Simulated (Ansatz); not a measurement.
# Au (Fm-3m) in Ansatz: further runs

The runs below take Au through single point, with PBE.

Everything below comes from runs of Ansatz 0.2.0. Logs are shortened: lines on timing, memory, paths and dates and some standing lists are left out, and cuts for length are marked.

### 1 Starting point

Symmetry: Fm-3m, No. 225, cubic system. Conventional cell: a = 4.070 Å, b = 4.070 Å, c = 4.070 Å, α = 90.00°, β = 90.00°, γ = 90.00°. Au (site symmetry m-3m) has 12 Au at 2.88 Å as nearest neighbours.

### 2 Single point, PBE

Input file input.yaml:

```yaml
crystal:
  lattice:
    - [0.0, 2.035, 2.035]
    - [2.035, 0.0, 2.035]
    - [2.035, 2.035, 0.0]
  atoms:
    - { symbol: Au, position: [0.0, 0.0, 0.0] }
hamiltonian:
  xc: pbe
  pseudopotentials: { kind: paw }
kpoints:
  mp_grid: { grid: [11, 11, 11] }
scf:
  occupations: { method: gaussian, width: 0.013 }
output:
  forces: true
  stress: true
  eigenvalues: true
```

Potentials or basis: Ansatz PAW.

Command:

```console
ansatz run input.yaml --threads 2 --pin off --max-ram 5632MiB --backend cpu --events-out ev --progress --plain --runs-dir out
```

Log:

```text
Warning: RAYON_NUM_THREADS=2 ignored (pool sized by the plan → 2); use --threads N
Engine: ansatz 0.2.0, aarch64-unknown-linux-gnu
Pseudopotentials: kind: paw
Pseudopotential: Au, paw, valence charge 19, recommended cutoff 420 eV (normal), Au.paw.azcp
Functional definition: PBE
  parameter kappa = 0.804
  parameter beta = 0.06672455060314922
  exchange = pbe_x(kappa = kappa, mu = beta*pi^2/3)
  correlation = pbe_c(beta = beta)
Crystal: 1 atoms, lattice volume = 16.855 Å³
Basis set: ecut = 420 eV, 331 PW (Γ), exchange–correlation on 40×40×40 points (8 copies of the dense FFT grid, shifted against one another)
Bands: 14, of which v1, the nominal top of the filled ones, is band 10 counted from 1 (9 counted from 0)
Symmetry: 48 space group operations
Space group: Fm-3m (ITA 225), of the structure as read, at distance tolerance 2.6e-5 Å
k-points: 56 of 1331
Non-local potential: Au, projectors of the file, l = 0: 3, l = 1: 2, l = 2: 2, l = 3: 1
PAW form: soft (Blöchl's): semilocal exchange-correlation on the pseudo side does not see the compensation charge
PAW one-centre angular grid: Au, 590 points (default); XC on 64 Gauss nodes
Initial density: superposition of atomic densities (neutral atoms: chi_scale 0, normalization atom), corrected by the library's trained network
Initial wavefunctions: pseudopotential atomic-orbital guess
Functional: x = pbe(κ = 0.804, μ = 0.2195149727645171), c = pbe(β = 0.06672455060314922)
SCF iter   1: F=—  HF=-13149.301123 eV  |F-HF|=—  |Δ(HF+E_count)|=         —  Δρ=1.69e-3  dr2=1.47e-4  ethr=1.77e-3  ⟨swp⟩=4.8  Hψ=4097  notcnv=0
preconditioner: auto → none  [insulator: Δε(μ)=0.246 eV  Ē_g=16.169 eV  σ=0.013 eV  W_gap=0.98  n_scr=8 (ndim 8)  ℏωp=30.0 eV  f_vac=0.000  D(μ)=0.20/eV (n_scr^D=0)  ε∞_Penn≈4.4]
SCF iter   2: F=—  HF=-13149.301513 eV  |F-HF|=—  |Δ(HF+E_count)|=   3.90e-4  Δρ=8.63e-4  dr2=3.18e-5  ethr=7.75e-7  ⟨swp⟩=2.8  Hψ=1905  notcnv=0  defer=18
SCF iter   3: F=—  HF=-13149.301595 eV  |F-HF|=—  |Δ(HF+E_count)|=   8.14e-5  Δρ=2.51e-4  dr2=7.84e-6  ethr=1.67e-7  ⟨swp⟩=2.0  Hψ=1091  notcnv=0  defer=18
iter 4 did not close the SCF: its close was put off for the readings that it lacked (scf_convergence_deferred on its scf_iter line)
SCF iter   4: F=-13149.301595 eV  HF=-13149.301595 eV  |F-HF|=6.07e-8  |Δ(HF+E_count)|=   3.98e-7  Δρ=2.58e-5  dr2=2.39e-8  ethr=4.12e-8  ⟨swp⟩=2.1  Hψ=1067  notcnv=0  defer=18
iter 5 did not close the SCF: its close was put off for the readings that it lacked (scf_convergence_deferred on its scf_iter line)
SCF iter   5: F=-13149.301595 eV  HF=-13149.301595 eV  |F-HF|=1.12e-9  |Δ(HF+E_count)|=   6.16e-8  Δρ=3.66e-6  dr2=6.34e-10  ethr=1.26e-10  ⟨swp⟩=2.0  Hψ=1296  notcnv=0  defer=18
SCF iter   6: F=-13149.301595 eV  HF=-13149.301595 eV  |F-HF|=1.82e-12  |Δ(HF+E_count)|=   1.23e-9  Δρ=8.96e-7  dr2=5.15e-11  ethr=3.34e-12  ⟨swp⟩=2.1  Hψ=2337  notcnv=0
SCF 1 converged in 6 iterations: F = -13149.301595 eV  dr2 = 5.15e-11
SCF converged after 6 iterations
Free energy (F): -13149.301595 eV
Harris-Foulkes:  -13149.301595 eV  (|F-HF|=1.82e-12)
Internal energy: -13149.301579 eV  (E = F + TS)
E sigma→0 (E₀):  -13149.301587 eV
Entropy (-TS):   -0.000017 eV (-0.017 meV/atom)
Fermi energy:    21.062911 eV
--- Per-component energies (eV) ---
  E_band       = -201.675342
  E_kinetic    = 605.480179
  E_local      = -1687.825309  (includes V_loc(G=0)·N_el)
  E_nonlocal   = 74.218178
  E_hartree    = 721.839869
  E_xc         = -228.363766
  E_vxc        = -275.732342  (∫ρ·V_xc dr)
  E_paw        = -9706.720993  (= ΣΔE_a)
  E_vpaw       = -361.497550  (= ΣTr[D̂ρ^β])
  E_aug_tail   = 0.001496  (compensation charges beyond the density's cutoff)
  E_ewald      = -2927.931232
  E_smearing   = -0.000017  (= −TS)
  E_closure    = 0.000000  (closes the sum)
  Σ components = -13149.301595   (vs F -13149.301595, Δ=0.00e0)
--- Forces (eV/Å), atoms counted from 1 ---
  atom   1  Au     0.00000000     0.00000000     0.00000000
  max |Σ_I F_I| component: 6.37e-32 eV/Å
--- Stress (GPa, compression-positive) ---
       10.839566      -0.000000       0.000000
        0.000000      10.839566      -0.000000
        0.000000       0.000000      10.839566
  P = ⅓ Tr σ = 10.8396 GPa (108.396 kbar)
--- Band table (eV; the first three rows and the last of 56) ---
  k-point 0: bands = ["-84.5312", "-35.8796", "-35.8796", "-35.8796", "10.9676", "16.2026", "16.2026", "16.2026", "17.7516", "17.7516", "35.4096", "39.4680", "39.4680", "39.4680"]
  k-point 1: bands = ["-84.5302", "-35.8980", "-35.8824", "-35.8824", "11.2573", "16.1109", "16.2996", "16.2996", "17.7105", "17.7105", "35.7338", "37.8638", "39.8146", "39.8146"]
  k-point 2: bands = ["-84.5275", "-35.9472", "-35.8898", "-35.8898", "12.0513", "15.9616", "16.4745", "16.4745", "17.7142", "17.7142", "34.7180", "36.5716", "40.6682", "40.6682"]
  k-point 55: bands = ["-84.5146", "-36.0401", "-36.0277", "-35.9642", "14.8941", "15.4327", "16.0206", "17.6399", "19.2101", "25.2325", "26.9175", "27.9094", "31.0949", "42.1498"]
```

Run time: 0.56 s. Hardware: 2 threads of Arm Neoverse V1, shared host; peak memory 0.26 GiB.

What came out:

```
Free energy            : -13149.3016 eV
Pressure               : 10.8 GPa
Band gap on the k mesh : none (metal or under the smearing width)
```

The run has no spin-orbit coupling, so splittings on Au are missing.

### 3 Single point, PBE

input.yaml, as its differences from that of step 2:

```diff
@@ -13,3 +13,3 @@
 scf:
-  occupations: { method: gaussian, width: 0.013 }
+  occupations: { method: gaussian, width: 0.014 }
 output:
@@ -18 +18,5 @@
   eigenvalues: true
+  write_density: true
+  write_potential: true
+  elf: true
+  volumetric_format: npy
```

Potentials or basis: Ansatz PAW.

Command:

```console
ansatz run input.yaml --threads 2 --pin off --max-ram 5632MiB --backend cpu --events-out ev --progress --plain --runs-dir out
```

Log:

```text
Warning: RAYON_NUM_THREADS=2 ignored (pool sized by the plan → 2); use --threads N
[... 8 set-up lines as earlier in the session ...]
Crystal: 1 atoms, lattice volume = 16.855 Å³
Basis set: ecut = 420 eV, 331 PW (Γ), exchange–correlation on 40×40×40 points (8 copies of the dense FFT grid, shifted against one another)
Bands: 14, of which v1, the nominal top of the filled ones, is band 10 counted from 1 (9 counted from 0)
[... 2 set-up lines as earlier in the session ...]
k-points: 56 of 1331
[... 6 set-up lines as earlier in the session ...]
SCF iter   1: F=—  HF=-13149.301125 eV  |F-HF|=—  |Δ(HF+E_count)|=         —  Δρ=1.69e-3  dr2=1.47e-4  ethr=1.77e-3  ⟨swp⟩=4.8  Hψ=4097  notcnv=0
preconditioner: auto → none  [insulator: Δε(μ)=0.246 eV  Ē_g=16.169 eV  σ=0.014 eV  W_gap=0.98  n_scr=8 (ndim 8)  ℏωp=30.0 eV  f_vac=0.000  D(μ)=0.18/eV (n_scr^D=0)  ε∞_Penn≈4.4]
SCF iter   2: F=—  HF=-13149.301515 eV  |F-HF|=—  |Δ(HF+E_count)|=   3.90e-4  Δρ=8.63e-4  dr2=3.18e-5  ethr=7.75e-7  ⟨swp⟩=2.8  Hψ=1894  notcnv=0  defer=16
SCF iter   3: F=—  HF=-13149.301596 eV  |F-HF|=—  |Δ(HF+E_count)|=   8.14e-5  Δρ=2.51e-4  dr2=7.84e-6  ethr=1.67e-7  ⟨swp⟩=2.0  Hψ=1081  notcnv=0  defer=16
iter 4 did not close the SCF: its close was put off for the readings that it lacked (scf_convergence_deferred on its scf_iter line)
SCF iter   4: F=-13149.301597 eV  HF=-13149.301596 eV  |F-HF|=6.07e-8  |Δ(HF+E_count)|=   3.98e-7  Δρ=2.58e-5  dr2=2.39e-8  ethr=4.12e-8  ⟨swp⟩=2.1  Hψ=1067  notcnv=0  defer=16
iter 5 did not close the SCF: its close was put off for the readings that it lacked (scf_convergence_deferred on its scf_iter line)
SCF iter   5: F=-13149.301597 eV  HF=-13149.301597 eV  |F-HF|=1.11e-9  |Δ(HF+E_count)|=   6.16e-8  Δρ=3.66e-6  dr2=6.34e-10  ethr=1.26e-10  ⟨swp⟩=2.0  Hψ=1287  notcnv=0  defer=16
SCF iter   6: F=-13149.301597 eV  HF=-13149.301597 eV  |F-HF|=9.09e-12  |Δ(HF+E_count)|=   1.22e-9  Δρ=8.95e-7  dr2=5.14e-11  ethr=3.34e-12  ⟨swp⟩=5.1  Hψ=3699  notcnv=0
SCF 1 converged in 6 iterations: F = -13149.301597 eV  dr2 = 5.14e-11
SCF converged after 6 iterations
Free energy (F): -13149.301597 eV
Harris-Foulkes:  -13149.301597 eV  (|F-HF|=9.09e-12)
Internal energy: -13149.301579 eV  (E = F + TS)
E sigma→0 (E₀):  -13149.301588 eV
Entropy (-TS):   -0.000018 eV (-0.018 meV/atom)
Fermi energy:    21.061471 eV
--- Per-component energies (eV) ---
  E_band       = -201.675342
  E_kinetic    = 605.480179
  E_local      = -1687.825310  (includes V_loc(G=0)·N_el)
  E_nonlocal   = 74.218178
  E_hartree    = 721.839870
  E_xc         = -228.363766
  E_vxc        = -275.732342  (∫ρ·V_xc dr)
  E_paw        = -9706.720994  (= ΣΔE_a)
  E_vpaw       = -361.497550  (= ΣTr[D̂ρ^β])
  E_aug_tail   = 0.001496  (compensation charges beyond the density's cutoff)
  E_ewald      = -2927.931232
  E_smearing   = -0.000018  (= −TS)
  E_closure    = -0.000000  (closes the sum)
  Σ components = -13149.301597   (vs F -13149.301597, Δ=0.00e0)
--- Forces (eV/Å), atoms counted from 1 ---
  atom   1  Au     0.00000000     0.00000000     0.00000000
  max |Σ_I F_I| component: 4.93e-32 eV/Å
--- Stress (GPa, compression-positive) ---
       10.839572      -0.000000       0.000000
       -0.000000      10.839572       0.000000
        0.000000      -0.000000      10.839572
  P = ⅓ Tr σ = 10.8396 GPa (108.396 kbar)
--- Band table (eV; the first three rows and the last of 56) ---
  k-point 0: bands = ["-84.5312", "-35.8796", "-35.8796", "-35.8796", "10.9676", "16.2026", "16.2026", "16.2026", "17.7516", "17.7516", "35.4096", "39.4680", "39.4680", "39.4680"]
  k-point 1: bands = ["-84.5302", "-35.8980", "-35.8824", "-35.8824", "11.2573", "16.1109", "16.2996", "16.2996", "17.7105", "17.7105", "35.7338", "37.8638", "39.8146", "39.8146"]
  k-point 2: bands = ["-84.5275", "-35.9472", "-35.8898", "-35.8898", "12.0513", "15.9616", "16.4745", "16.4745", "17.7142", "17.7142", "34.7180", "36.5716", "40.6682", "40.6682"]
  k-point 55: bands = ["-84.5146", "-36.0401", "-36.0277", "-35.9642", "14.8941", "15.4327", "16.0206", "17.6399", "19.2101", "25.2325", "26.9175", "27.9094", "31.0949", "42.1498"]
```

Run time: 0.71 s. Hardware: 2 threads of Arm Neoverse V1, shared host; peak memory 0.26 GiB.

Results:

```yaml
Free_energy: -13149.3016 eV
Pressure: 10.8 GPa
Band_gap_on_the_k_mesh: none (metal or under the smearing width)
```

### 4 Single point, PBE

input.yaml, as its differences from that of step 3:

```diff
@@ -13,3 +13,3 @@
 scf:
-  occupations: { method: gaussian, width: 0.014 }
+  occupations: { method: gaussian, width: 0.015 }
 output:
@@ -18,5 +18 @@
   eigenvalues: true
-  write_density: true
-  write_potential: true
-  elf: true
-  volumetric_format: npy
```

Potentials or basis: Ansatz PAW.

Command:

```console
ansatz run input.yaml --threads 2 --pin off --max-ram 5632MiB --backend cpu --events-out ev --progress --plain --runs-dir out
```

Log:

```text
Warning: RAYON_NUM_THREADS=2 ignored (pool sized by the plan → 2); use --threads N
[... 8 set-up lines as earlier in the session ...]
Crystal: 1 atoms, lattice volume = 16.855 Å³
Basis set: ecut = 420 eV, 331 PW (Γ), exchange–correlation on 40×40×40 points (8 copies of the dense FFT grid, shifted against one another)
Bands: 14, of which v1, the nominal top of the filled ones, is band 10 counted from 1 (9 counted from 0)
[... 2 set-up lines as earlier in the session ...]
k-points: 56 of 1331
[... 2 set-up lines as earlier in the session ...]
[... 24 lines left out ...]
  E_kinetic    = 605.480179
  E_local      = -1687.825309  (includes V_loc(G=0)·N_el)
  E_nonlocal   = 74.218178
  E_hartree    = 721.839869
  E_xc         = -228.363766
  E_vxc        = -275.732342  (∫ρ·V_xc dr)
  E_paw        = -9706.720993  (= ΣΔE_a)
  E_vpaw       = -361.497550  (= ΣTr[D̂ρ^β])
  E_aug_tail   = 0.001496  (compensation charges beyond the density's cutoff)
  E_ewald      = -2927.931232
  E_smearing   = -0.000019  (= −TS)
  E_closure    = 0.000000  (closes the sum)
  Σ components = -13149.301598   (vs F -13149.301598, Δ=0.00e0)
--- Forces (eV/Å), atoms counted from 1 ---
  atom   1  Au     0.00000000     0.00000000    -0.00000000
  max |Σ_I F_I| component: 6.98e-32 eV/Å
--- Stress (GPa, compression-positive) ---
       10.839566       0.000000       0.000000
        0.000000      10.839566       0.000000
        0.000000       0.000000      10.839566
  P = ⅓ Tr σ = 10.8396 GPa (108.396 kbar)
--- Band table (eV; the first three rows and the last of 56) ---
  k-point 0: bands = ["-84.5312", "-35.8796", "-35.8796", "-35.8796", "10.9676", "16.2026", "16.2026", "16.2026", "17.7516", "17.7516", "35.4096", "39.4680", "39.4680", "39.4680"]
  k-point 1: bands = ["-84.5302", "-35.8980", "-35.8824", "-35.8824", "11.2573", "16.1109", "16.2996", "16.2996", "17.7105", "17.7105", "35.7338", "37.8638", "39.8146", "39.8146"]
  k-point 2: bands = ["-84.5275", "-35.9472", "-35.8898", "-35.8898", "12.0513", "15.9616", "16.4745", "16.4745", "17.7142", "17.7142", "34.7180", "36.5716", "40.6682", "40.6682"]
  k-point 55: bands = ["-84.5146", "-36.0401", "-36.0277", "-35.9642", "14.8941", "15.4327", "16.0206", "17.6399", "19.2101", "25.2325", "26.9175", "27.9094", "31.0949", "42.1498"]
```

It took 0.57 s on 2 threads of Arm Neoverse V1, shared host; peak memory 0.26 GiB.

What came out:

```yaml
Free_energy: -13149.3016 eV
Pressure: 10.8 GPa
Band_gap_on_the_k_mesh: none (metal or under the smearing width)
```

Levels at points of the mesh, in eV from the Fermi level:
```
           k point  band 8  band 9  band 10  band 11  band 12  band 13
(0.00, 0.00, 0.00)   -4.86   -3.31    -3.31    14.35    18.41    18.41
```

### 5 Overview

```tsv
smearing	gap on the mesh (eV)	pressure (GPa)
gaussian 0.013 eV	none	10.8
gaussian 0.014 eV	none	10.8
gaussian 0.015 eV	none	10.8
```

Alike in all rows: task single point; level PBE; potentials or basis Ansatz PAW; no spin polarisation; cell as given; k mesh 11 × 11 × 11; cutoff (eV) 420.

Every run on the cell as given and a fine mesh finds a metal.

Total energies depend on the potentials used, so only differences within one code and one set of settings carry meaning.
